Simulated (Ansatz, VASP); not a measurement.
# LiH: VASP beside Ansatz

One calculation is typed for both programs; each brings its own data sets and cutoff. How far apart do they land? The cell is taken from a series of VASP runs on this material, whose earlier steps may have relaxed, scaled or displaced it; both programs get it as it stands.

Calculated with Ansatz 0.2.0; plane waves, with VASP 6.6.1 beside it; band structure at PBE, band structure at LDA and dielectric response at LDA.

**1. Set-up**

It takes space group Fm-3m (No. 225, cubic). The conventional cell has a = 4.074 Å, b = 4.074 Å, c = 4.074 Å, α = 90.00°, β = 90.00°, γ = 90.00°. Nearest to Li lie 6 H at 2.04 Å. Nearest to H lie 6 Li at 2.04 Å. Farther neighbours are not listed.

**2. VASP: band structure, PBE**

The same path points are solved in both programs, so levels can be compared one by one.

Lines of VASP's logs that name or quote its potential files are left out, and so is its time.

INCAR reads:

```
SYSTEM = LiH
PREC = Accurate
ENCUT = 580
EDIFF = 1E-06
NELM = 100
ISMEAR = 0
SIGMA = 0.03
LREAL = .FALSE.
ALGO = Normal
GGA = PE
NBANDS = 14
LORBIT = 11
LWAVE = .FALSE.
LCHARG = .FALSE.
KPAR = 4
```

POSCAR reads:

```
LiH
1.0
    0.0000000000      2.0367500000      2.0367500000
    2.0367500000      0.0000000000      2.0367500000
    2.0367500000      2.0367500000      0.0000000000
Li H
1 1
Direct
    0.0000000000      0.0000000000      0.0000000000
    0.5000000000      0.5000000000      0.5000000000
```

KPOINTS reads:

```
Automatic mesh
0
Gamma
10 10 10
0 0 0
```

KPOINTS_OPT reads:

```
Line mode
10
Line-mode
Reciprocal
  0.00000000   0.00000000   0.00000000 GAMMA
  0.50000000   0.00000000   0.50000000 X

  0.50000000   0.00000000   0.50000000 X
  0.50000000   0.25000000   0.75000000 W

  0.50000000   0.25000000   0.75000000 W
  0.37500000   0.37500000   0.75000000 K

  0.37500000   0.37500000   0.75000000 K
  0.00000000   0.00000000   0.00000000 GAMMA

  0.00000000   0.00000000   0.00000000 GAMMA
  0.50000000   0.50000000   0.50000000 L

  0.50000000   0.50000000   0.50000000 L
  0.62500000   0.25000000   0.62500000 U

  0.62500000   0.25000000   0.62500000 U
  0.50000000   0.25000000   0.75000000 W

  0.50000000   0.25000000   0.75000000 W
  0.50000000   0.50000000   0.50000000 L

  0.50000000   0.50000000   0.50000000 L
  0.37500000   0.37500000   0.75000000 K

  0.62500000   0.25000000   0.62500000 U
  0.50000000   0.00000000   0.50000000 X
```

The projector-augmented-wave data sets are Li_sv and H (PBE family, release 64).

Launch:

```bash
mpirun -np 4 vasp_std
```

Numbers of over 12 decimals in the logs are rounded to 6 here.

What it wrote:

```text
[banner, memory and clock lines left out]
running    4 mpi-ranks, on    1 nodes
 distrk:  each k-point on    1 cores,    4 groups
 distr:  one band on    1 cores,    1 groups

 POSCAR found type information on POSCAR LiH
 POSCAR found :  2 types and       2 ions
 LDA part: xc-table for (Slater+PW92), standard interpolation
 POSCAR, INCAR and KPOINTS ok, starting setup
 FFT: planning ... GRIDC
 FFT: planning ... GRID_SOFT
 FFT: planning ... GRID
 WAVECAR not read
 entering main loop
       N       E                     dE             d eps       ncg     rms          rms(c)
DAV:   1     0.201105289311E+01    0.20111E+01   -0.14501E+03  1316   0.272E+02
DAV:   2    -0.619180309596E+01   -0.82029E+01   -0.80953E+01  1754   0.591E+01
DAV:   3    -0.636293674494E+01   -0.17113E+00   -0.17101E+00  1628   0.694E+00
DAV:   4    -0.636353272919E+01   -0.59598E-03   -0.59596E-03  1526   0.390E-01
DAV:   5    -0.636353532771E+01   -0.25985E-05   -0.25985E-05  1640   0.243E-02    0.285E+00
DAV:   6    -0.618109390096E+01    0.18244E+00   -0.14117E-01  1616   0.773E-01    0.142E+00
DAV:   7    -0.612116875245E+01    0.59925E-01   -0.17264E-01  1708   0.976E-01    0.218E-01
DAV:   8    -0.612295869093E+01   -0.17899E-02   -0.36676E-03  1638   0.267E-01    0.416E-02
DAV:   9    -0.612289406508E+01    0.64626E-04   -0.13077E-04  1670   0.294E-02    0.528E-03
DAV:  10    -0.612288911390E+01    0.49512E-05   -0.51824E-06  1588   0.116E-02    0.256E-03
DAV:  11    -0.612288846489E+01    0.64900E-06   -0.17900E-07   930   0.123E-03
   1 F= -.61228885E+01 E0= -.61228885E+01  d E =-.255860E-56
 Start KPOINTS_OPT (optional k-point list driver)
k-point batch [1-47\100]
       N       E                     dE             ncg
DAV:   1    -0.400511027075E+04   -0.10618E+05     1316
DAV:   2    -0.438409163110E+04   -0.37898E+03     1766
DAV:   3    -0.439251922523E+04   -0.84276E+01     1630
DAV:   4    -0.439256345055E+04   -0.44225E-01     1548
DAV:   5    -0.439256380917E+04   -0.35862E-03     1718
DAV:   6    -0.439256381323E+04   -0.40624E-05     1568
DAV:   7    -0.439256381329E+04   -0.61278E-07     1424
[...]
k-point batch [95-100\100]
       N       E                     dE             ncg
DAV:   1     0.807969487613E+04   -0.17825E+04      168
DAV:   2     0.802690618581E+04   -0.52789E+02      254
DAV:   3     0.802602958673E+04   -0.87660E+00      252
DAV:   4     0.802602833364E+04   -0.12531E-02      174
DAV:   5     0.802602832764E+04   -0.60051E-05      230
DAV:   6     0.802602832758E+04   -0.56947E-07      228
```

OUTCAR, selected parts (step 2):

```text
ion  position               nearest neighbor table
   1  0.000  0.000  0.000-
   2  0.500  0.500  0.500-

  LATTYP: Found a face centered cubic cell.
 ALAT       =     4.0735000000

 Subroutine GETGRP returns: Found 48 space group operations
 (whereof 48 operations were pure point group operations)

The static configuration has the point symmetry O_h .

 Found     47 irreducible k-points:

   k-points           NKPTS =     47   k-points in BZ     NKDIM =     47   number of bands    NBANDS=     14

   dimension x,y,z NGX =    24 NGY =   24 NGZ =   24
   dimension x,y,z NGXF=    48 NGYF=   48 NGZF=   48

   ENCUT  =  580.0 eV  42.63 Ry    6.53 a.u.   5.66  5.66  5.66*2*pi/ulx,y,z

   NELECT =       4.0000    total number of electrons

 k-points in reciprocal lattice and weights: Automatic mesh
   0.00000000  0.00000000  0.00000000       0.001
   0.10000000  0.00000000  0.00000000       0.008
   0.20000000  0.00000000  0.00000000       0.008
   0.30000000  0.00000000  0.00000000       0.008
   0.40000000  0.00000000  0.00000000       0.008
   0.50000000  0.00000000  0.00000000       0.004
   0.10000000  0.10000000  0.00000000       0.006
   0.20000000  0.10000000  0.00000000       0.024
   0.30000000  0.10000000  0.00000000       0.024
[...]
-0.30000000  0.40000000  0.20000000       0.024
  -0.30000000  0.50000000  0.20000000       0.012

 average (electrostatic) potential at core
       1 -63.5132       2 -34.1040

 E-fermi :   0.2003

 k-point     1 :       0.0000    0.0000    0.0000
  band No.  band energies     occupation
      1     -44.4671      2.00000
      2      -5.3804      2.00000
      3      15.3447      0.00000
      4      17.2748      0.00000
      5      17.2748      0.00000
      6      17.2748      0.00000
      7      21.9031      0.00000
    ...

 k-point     2 :       0.1000    0.0000    0.0000
  band No.  band energies     occupation
      1     -44.4635      2.00000
      2      -5.2068      2.00000
      3      14.0031      0.00000
      4      16.2624      0.00000
      5      16.9044      0.00000
      6      16.9044      0.00000
      7      21.3399      0.00000
    ...

 k-point     3 :       0.2000    0.0000    0.0000
  band No.  band energies     occupation
      1     -44.4539      2.00000
      2      -4.6989      2.00000
      3      10.9151      0.00000
      4      15.0063      0.00000
      5      16.3034      0.00000
      6      16.3034      0.00000
      7      22.1340      0.00000
    ...

  Total       -0.1934036     -0.1934036     -0.1934036      0.0000000      0.0000000     -0.0000000
  in kB      -18.3371579    -18.3371579    -18.3371579      0.0000000      0.0000000     -0.0000000
  external PRESSURE =     -18.3371579 kB  Pullay stress =       0.0000000 kB

  energy-cutoff  :      580.00
  volume of cell :       16.90
      direct lattice vectors                 reciprocal lattice vectors
     0.000000000  2.036750000  2.036750000    -0.245489137  0.245489137  0.245489137
     2.036750000  0.000000000  2.036750000     0.245489137 -0.245489137  0.245489137
     2.036750000  2.036750000  0.000000000     0.245489137  0.245489137 -0.245489137

 POSITION                                       TOTAL-FORCE (eV/Angst)
 -----------------------------------------------------------------------------------
      0.00000      0.00000      0.00000        -0.000000      0.000000      0.000000
      2.03675      2.03675      2.03675         0.000000     -0.000000     -0.000000
 -----------------------------------------------------------------------------------
    total drift:                                0.000000     -0.000000     -0.000000

  FREE ENERGIE OF THE ION-ELECTRON SYSTEM (eV)
  ---------------------------------------------------
  free  energy   TOTEN  =        -6.1228884649 eV

  energy  without entropy=       -6.1228884649  energy(sigma->0) =       -6.12288846

 total charge
# of ion       s       p       d       tot
------------------------------------------
    1        2.019   0.056   0.000   2.075
    2        0.538   0.002   0.000   0.539
--------------------------------------------------
tot          2.556   0.057   0.000   2.614

[... 3 further parts left out ...]
```

The run ends at a pressure of -1.83 GPa.

**3. Ansatz: band structure, PBE**

Ansatz runs on its default PAW (the set named soft_2) files.

The same cell, functional, mesh and smearing now go to Ansatz, which takes its cutoff from its data sets.

input.yaml reads:

```yaml
crystal:
  lattice:
    - [0.0, 2.03675, 2.03675]
    - [2.03675, 0.0, 2.03675]
    - [2.03675, 2.03675, 0.0]
  atoms:
    - { symbol: Li, position: [0.0, 0.0, 0.0] }
    - { symbol: H, position: [0.5, 0.5, 0.5] }
hamiltonian:
  xc: pbe
  pseudopotentials: { kind: paw }
kpoints:
  mp_grid: { grid: [10, 10, 10] }
  band_path:
    path:
      - [0.0, 0.0, 0.0]
      - [0.16667, 0.0, 0.16667]
      - [0.33333, 0.0, 0.33333]
      - [0.5, 0.0, 0.5]
      - [0.5, 0.08333, 0.58333]
      - [0.5, 0.19444, 0.69444]
      - [0.5, 0.25, 0.75]
      - [0.45833, 0.29167, 0.75]
      - [0.40278, 0.34722, 0.75]
      - [0.375, 0.375, 0.75]
      - [0.20833, 0.20833, 0.41667]
      - [0.08333, 0.08333, 0.16667]
      - [0.0, 0.0, 0.0]
      - [0.22222, 0.22222, 0.22222]
      - [0.38889, 0.38889, 0.38889]
      - [0.51389, 0.47222, 0.51389]
      - [0.55556, 0.38889, 0.55556]
      - [0.61111, 0.27778, 0.61111]
      - [0.61111, 0.25, 0.63889]
      - [0.56944, 0.25, 0.68056]
      - [0.51389, 0.25, 0.73611]
      - [0.5, 0.27778, 0.72222]
      - [0.5, 0.38889, 0.61111]
      - [0.5, 0.47222, 0.52778]
      - [0.48611, 0.48611, 0.52778]
      - [0.43056, 0.43056, 0.63889]
      - [0.38889, 0.38889, 0.72222]
      - [0.59722, 0.19444, 0.59722]
      - [0.55556, 0.11111, 0.55556]
      - [0.5, 0.0, 0.5]
    npoints: 1
scf:
  occupations: { method: gaussian, width: 0.03 }
  n_extra_bands: 7
output:
  forces: true
  stress: true
  eigenvalues: true
```

Launch:

```bash
ansatz run input.yaml --threads 2 --pin off --max-ram 4608MiB --backend cpu --events-out ev --progress --plain --runs-dir out
```

What it wrote:

```text
scf.n_extra_bands = 7 over 2 filled bands (N_el = 4.0): the run solves 9 bands
Engine: ansatz 0.2.0, x86_64-unknown-linux-gnu
Pseudopotentials: kind: paw
Pseudopotential: Li, paw, valence charge 3, recommended cutoff 420 eV (normal), Li.paw.azcp
Pseudopotential: H, paw, valence charge 1, recommended cutoff 420 eV (normal), H.paw.azcp
Functional definition: PBE
  parameter kappa = 0.804
  parameter beta = 0.066725
  exchange = pbe_x(kappa = kappa, mu = beta*pi^2/3)
  correlation = pbe_c(beta = beta)
Crystal: 2 atoms, lattice volume = 16.898 Å³
Basis set: ecut = 420 eV, 331 PW (Γ), exchange–correlation on 40×40×40 points (8 copies of the dense FFT grid, shifted against one another)
Bands: 9, of which v1, the nominal top of the filled ones, is band 2 counted from 1 (1 counted from 0)
Symmetry: 48 space group operations
Space group: Fm-3m (ITA 225), of the structure as read, at distance tolerance 2.6e-5 Å
k-points: 47 of 1000
Non-local potential: Li, projectors of the file, l = 0: 3, l = 1: 2, l = 2: 1
Non-local potential: H, projectors of the file, l = 0: 2, l = 1: 1
PAW form: soft (Blöchl's): semilocal exchange-correlation on the pseudo side does not see the compensation charge
PAW one-centre angular grid: Li, 110 points (default); XC on 64 Gauss nodes
PAW one-centre angular grid: H, 110 points (default); XC on 64 Gauss nodes
Initial density: superposition of atomic densities (neutral atoms: chi_scale 0, normalization atom), corrected by the library's trained network
Initial wavefunctions: pseudopotential atomic-orbital guess
Functional: x = pbe(κ = 0.804, μ = 0.219515), c = pbe(β = 0.066725)
SCF iter   1: F=—  HF=-221.387372 eV  |F-HF|=—  |Δ(HF+E_count)|=         —  Δρ=8.92e-4  dr2=6.48e-5  ethr=1.77e-3  ⟨swp⟩=5.1  Hψ=2669  notcnv=0  defer=23
preconditioner: auto → none  [insulator: Δε(μ)=3.006 eV  Ē_g=19.118 eV  σ=0.030 eV  W_gap=1.00  n_scr=0 (ndim 8)  ℏωp=12.8 eV  f_vac=0.000  D(μ)=0.00/eV (n_scr^D=0)  ε∞_Penn≈1.4]
SCF iter   2: F=—  HF=-221.387392 eV  |F-HF|=—  |Δ(HF+E_count)|=   2.03e-5  Δρ=4.04e-4  dr2=1.24e-5  ethr=1.62e-6  ⟨swp⟩=1.6  Hψ=826  notcnv=0  defer=57
SCF iter   3: F=—  HF=-221.387408 eV  |F-HF|=—  |Δ(HF+E_count)|=   1.65e-5  Δρ=5.91e-5  dr2=5.34e-7  ethr=3.10e-7  ⟨swp⟩=2.0  Hψ=358  notcnv=0  defer=57
SCF iter   4: F=—  HF=-221.387409 eV  |F-HF|=—  |Δ(HF+E_count)|=   3.98e-7  Δρ=3.87e-5  dr2=2.06e-7  ethr=1.33e-8  ⟨swp⟩=2.0  Hψ=358  notcnv=0  defer=57
iter 5 did not close the SCF: its close was put off for the readings that it lacked (scf_convergence_deferred on its scf_iter line)
SCF iter   5: F=-221.387409 eV  HF=-221.387409 eV  |F-HF|=1.69e-8  |Δ(HF+E_count)|=   7.72e-8  Δρ=1.42e-5  dr2=2.78e-8  ethr=5.15e-9  ⟨swp⟩=1.0  Hψ=311  notcnv=0  defer=57
SCF iter   6: F=-221.387409 eV  HF=-221.387409 eV  |F-HF|=3.05e-10  |Δ(HF+E_count)|=   1.17e-8  Δρ=1.90e-6  dr2=4.97e-10  ethr=6.94e-10  ⟨swp⟩=4.8  Hψ=1736  notcnv=0
SCF 1 converged in 6 iterations: F = -221.387409 eV  dr2 = 4.97e-10
  greatest PAW one-centre occupation: 1.000 electrons in one spin orbital (limit 2), on the Li atom at site 0 (counted from 0), in its partial waves of l = 0
NSCF: frozen V_eff on 30 k-points
SCF converged after 6 iterations
Free energy (F): -221.387409 eV
Harris-Foulkes:  -221.387409 eV  (|F-HF|=3.05e-10)
Internal energy: -221.387409 eV  (E = F + TS)
E sigma→0 (E₀):  -221.387409 eV
Fermi energy:    1.994333 eV
--- Per-component energies (eV) ---
  E_band       = -91.087125
  E_kinetic    = 35.604236
  E_local      = -126.380188  (includes V_loc(G=0)·N_el)
  E_nonlocal   = -31.778898
  E_hartree    = 35.368369
  E_xc         = -20.073233
  E_vxc        = -25.907083  (∫ρ·V_xc dr)
  E_paw        = -21.533747  (= ΣΔE_a)
  E_vpaw       = -13.360848  (= ΣTr[D̂ρ^β])
  E_aug_tail   = -0.001031  (compensation charges beyond the density's cutoff)
  E_ewald      = -92.592916
  E_smearing   = -0.000000  (= −TS)
  E_closure    = 0.000000  (closes the sum)
  Σ components = -221.387409   (vs F -221.387409, Δ=0.00e0)
--- Forces (eV/Å), atoms counted from 1 ---
  atom   1  Li    -0.00000000    -0.00000000    -0.00000000
  atom   2  H      0.00000000     0.00000000    -0.00000000
  max |Σ_I F_I| component: 1.15e-30 eV/Å
--- Stress (GPa, compression-positive) ---
       -1.652687      -0.000000       0.000000
        0.000000      -1.652687      -0.000000
       -0.000000       0.000000      -1.652687
  P = ⅓ Tr σ = -1.6527 GPa (-16.527 kbar)
--- Band table (eV; the first three rows and the last of 47) ---
  k-point 0: bands = ["-43.8334", "-4.7739", "15.9629", "17.8813", "17.8813", "17.8813", "22.5115", "22.5115", "22.5115"]
  k-point 1: bands = ["-43.8297", "-4.5997", "14.6159", "16.8762", "17.5122", "17.5122", "21.9486", "23.3141", "23.3141"]
  k-point 2: bands = ["-43.8201", "-4.0900", "11.5250", "15.6231", "16.9127", "16.9127", "22.7450", "23.0942", "23.0942"]
  k-point 46: bands = ["-43.7830", "0.2989", "4.9235", "6.6798", "11.8031", "17.5355", "21.4044", "26.6800", "28.0833"]
```

Elapsed: 0.3 s, on 2 threads of Intel Xeon 6975P-C (Granite Rapids), shared host; peak memory 0.28 GiB; 0.46 s of CPU time.

**4. Differences**

Known differences besides the potentials themselves: the cutoff is 420 eV in Ansatz and 580 eV in VASP; VASP leaves aspherical gradient terms in its spheres out (LASPH is not set), Ansatz keeps them. Total energies have different zeros and are not compared.

Compared:

| quantity | Ansatz | VASP | difference |
| --- | --- | --- | --- |
| pressure (GPa) | -1.65 | -1.83 | +0.18 |
| pressure without Ansatz's Pulay correction (GPa) | -1.76 | -1.83 | +0.08 |
| gap over the path points (eV) | 3.019 | 3.012 | +0.007 |

Levels at points of the path, from each program's valence-band top (eV; 1 filled, then empty):

| k (reciprocal lattice) | Ansatz | VASP |
| --- | --- | --- |
| 0.000 0.000 0.000 | -5.26 15.48 17.40 | -5.25 15.47 17.40 |
| 0.167 0.000 0.167 | -4.60 12.75 14.33 | -4.60 12.75 14.33 |
| 0.333 0.000 0.333 | -2.56 7.18 11.54 | -2.56 7.18 11.54 |
| 0.500 0.000 0.500 | 0.00 3.02 10.58 | 0.00 3.01 10.58 |
| 0.500 0.083 0.583 | -0.05 3.27 9.00 | -0.05 3.26 9.00 |
| 0.500 0.194 0.694 | -0.18 4.36 6.31 | -0.18 4.35 6.31 |
| 0.500 0.250 0.750 | -0.20 5.23 5.23 | -0.21 5.23 5.23 |
| 0.458 0.292 0.750 | -0.29 4.62 6.13 | -0.29 4.61 6.12 |
| 0.403 0.347 0.750 | -0.45 4.18 7.23 | -0.45 4.18 7.23 |
| 0.375 0.375 0.750 | -0.47 4.13 7.41 | -0.48 4.12 7.41 |

Among the levels compared at these points, filled levels agree within 7 meV and empty ones within 13 meV. Ansatz's pressure holds a Pulay correction of 0.11 GPa; VASP's holds none.

**5. VASP: band structure, LDA**

The same path points are solved in both programs, so levels can be compared one by one. The cell compared in this pair holds 14.82 Å³, against 16.90 Å³ for the pair before.

Edit INCAR of step 2 so:

```diff
@@ -9,3 +9,3 @@
 ALGO = Normal
-GGA = PE
+GGA = CA
 NBANDS = 14
```

POSCAR reads:

```
LiH
1.0
    0.0000000000      1.9494644931      1.9494644931
    1.9494644931      0.0000000000      1.9494644931
    1.9494644931      1.9494644931      0.0000000000
Li H
1 1
Direct
    0.0000000000      0.0000000000      0.0000000000
    0.5000000000      0.5000000000      0.5000000000
```

KPOINTS is that of step 2.

KPOINTS_OPT is that of step 2.

Potentials, in the order of the species: Li_sv and H (LDA family, release 64).

Launch:

```bash
mpirun -np 4 vasp_std
```

What it wrote:

```text
[banner, memory and clock lines left out]
running    4 mpi-ranks, on    1 nodes
[...]
LDA part: xc-table for (Slater(with rela. corr.)+CA(PZ))
 , standard interpolation
 POSCAR, INCAR and KPOINTS ok, starting setup
[...]
entering main loop
       N       E                     dE             d eps       ncg     rms          rms(c)
DAV:   1     0.175725990841E+01    0.17573E+01   -0.13951E+03  1316   0.291E+02
DAV:   2    -0.660082965290E+01   -0.83581E+01   -0.82425E+01  1780   0.605E+01
DAV:   3    -0.675591032406E+01   -0.15508E+00   -0.15499E+00  1658   0.652E+00
DAV:   4    -0.675629597339E+01   -0.38565E-03   -0.38564E-03  1546   0.339E-01
[...]
DAV:   8    -0.649631434518E+01   -0.67886E-03   -0.26294E-03  1544   0.256E-01    0.428E-02
DAV:   9    -0.649626082529E+01    0.53520E-04   -0.15486E-04  1718   0.341E-02    0.373E-03
DAV:  10    -0.649626109701E+01   -0.27172E-06   -0.31541E-06  1582   0.101E-02
   1 F= -.64962611E+01 E0= -.64962611E+01  d E =-.222296E-34
 Start KPOINTS_OPT (optional k-point list driver)
k-point batch [1-47\100]
       N       E                     dE             ncg
DAV:   1    -0.375926666023E+04   -0.10633E+05     1338
DAV:   2    -0.418466592546E+04   -0.42540E+03     1856
DAV:   3    -0.419229799743E+04   -0.76321E+01     1652
DAV:   4    -0.419233662699E+04   -0.38630E-01     1558
DAV:   5    -0.419233684152E+04   -0.21453E-03     1712
DAV:   6    -0.419233684300E+04   -0.14758E-05     1520
DAV:   7    -0.419233684301E+04   -0.15574E-07     1400
[...]
k-point batch [95-100\100]
       N       E                     dE             ncg
DAV:   1     0.799748189329E+04   -0.17916E+04      168
DAV:   2     0.794433047674E+04   -0.53151E+02      246
DAV:   3     0.794360787992E+04   -0.72260E+00      242
DAV:   4     0.794360667474E+04   -0.12052E-02      204
DAV:   5     0.794360667021E+04   -0.45314E-05      246
DAV:   6     0.794360667019E+04   -0.16904E-07      200
```

From OUTCAR (step 5):

```text
  Total        0.0132514      0.0132514      0.0132514     -0.0000000      0.0000000      0.0000000
  in kB        1.4328315      1.4328315      1.4328315     -0.0000000      0.0000000      0.0000000
  external PRESSURE =       1.4328315 kB  Pullay stress =       0.0000000 kB

 POSITION                                       TOTAL-FORCE (eV/Angst)
 -----------------------------------------------------------------------------------
      0.00000      0.00000      0.00000         0.000000     -0.000000     -0.000000
      1.94946      1.94946      1.94946        -0.000000      0.000000      0.000000
 -----------------------------------------------------------------------------------
    total drift:                                0.000000     -0.000000     -0.000000

  FREE ENERGIE OF THE ION-ELECTRON SYSTEM (eV)
  ---------------------------------------------------
  free  energy   TOTEN  =        -6.4962610970 eV

  energy  without entropy=       -6.4962610970  energy(sigma->0) =       -6.49626110

[... 1 part as in an earlier step ...]

[... 2 further parts left out ...]
[key lines of the parts left out:]
E-fermi :   0.8777
```

The run ends at a pressure of 0.14 GPa.

(Part 1 of 2 ends here.)

[Lines on the potential files, build, host, timing and source positions are cut from VASP's logs without a mark.]

[Logs are printed without paths, hosts, clocks, repeated set-up lines and the standing remarks that a program may print on its own settings, such as how far it seeks lower states.]

[Hosts, paths, dates, database ids (printed as entryN), source tags and the programs' standing remarks are cut or masked in the printed files.]
